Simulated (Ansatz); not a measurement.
**BN: opening a crack plane**

BN, Fmm2, a = 2.508 Å, b = 6.679 Å, c = 4.338 Å. This isn't the usual stable structure of the compound. Ansatz: PBE+D3(BJ), PAW, 420 eV, Γ-centred 7×9×3 mesh on 8 atoms, Gaussian smearing 0.05 eV; no spin polarisation. One cut on (001) per cell of 8 atoms is opened rigidly by x, between planes of N and B that stand 1.45 Å apart; y is the energy per area (8.374 Å², 1 eV/Å² = 16.02 J/m²).

```
x (Å) y (J/m²)
 0.00     0.000
 0.25     1.335
 0.50     3.686
 0.75         ?
 1.00     7.845
 1.50    10.582
 2.00    11.826
 3.00    12.603
 4.50    12.778
 6.00    12.826
```

Q: Fit the universal binding curve y = W[1 − (1 + x/l) e^(−x/l)] to the other rows, give the peak stress, and predict the missing value.

A: Least squares gives W = 12.8 J/m² and l = 0.475 Å. The stress dy/dx peaks at x = l with W/(e l) = 99.1 GPa, for rigid faces. At x = 0.75: x/l = 1.579, y = 5.993 J/m². The run gave 5.900 J/m², so the fit is 0.093 J/m² too high, within twice the rms miss on the fitted rows (0.057 J/m²).

Cost: 12 runs of about 1.5 core-minutes in all, on Intel Xeon 6975P-C (Granite Rapids) (shared hosts).